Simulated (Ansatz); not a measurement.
Runs of Ansatz 0.2.0 on Si2Ni. Symmetry: Fm-3m, No. 225, cubic system. Conventional cell: a = 5.406 Å, b = 5.406 Å, c = 5.406 Å, α = 90.00°, β = 90.00°, γ = 90.00°. Ni (site symmetry m-3m) has 8 Si at 2.34 Å as nearest neighbours. Si (site symmetry -43m) has 4 Ni at 2.34 Å as nearest neighbours. 

| task | level | U | cell | k mesh | smearing | hubbard projectors | double counting | atoms under strain | gap on the mesh (eV) | pressure (GPa) | moment (μB) |
| --- | --- | --- | --- | --- | --- | --- | --- | --- | --- | --- | --- |
| relaxation of cell and atoms | PBEsol+U | Ni d U = 0.0 eV | relaxed | 9 × 9 × 9 | fermi-dirac 0.02 eV | ortho-atomic (the default) | fll (the default) | - | none | 0.0 | 0.00 |
| single point | RPBE | - | as given | 9 × 9 × 9 | gaussian 0.02 eV | - | - | - | none | 6.8 | 0.00 |
| elastic constants | PBEsol | - | as given | 7 × 7 × 7 | fermi-dirac 0.05 eV | - | - | relaxed | none | (a) | 0.00 |
| phonons | PBEsol | - | as given | 7 × 7 × 7 | fermi-dirac 0.05 eV | - | - | - | none | - | 0.00 |
| single point | LDA | - | as given | 9 × 9 × 9 | gaussian 0.05 eV | - | - | - | none | -4.2 | 0.00 |

Alike in all rows: potentials or basis Ansatz PAW; spin collinear, ferromagnetic start; cutoff (eV) 420.

Q: Estimate the missing entries.

A: (a) -1.6.

Caveats: the PAW data sets come from PBE, with cores solved anew for the run's functional, which leaves a small shift of forces and pressure; the starting moments weren't kept (some runs); the magnetic or orbital state may not be the lowest (some runs); the plane-wave basis is chosen anew once the cell has moved, so the energies of steps on either side of that aren't comparable (some runs); the U is typed as a test and isn't derived for this compound (some runs); elastic constants of metals need much finer meshes, so these are rough (some runs).

A gap of «none» marks a metal or a gap under the smearing width.

Runs at the PBE level aren't shown here.
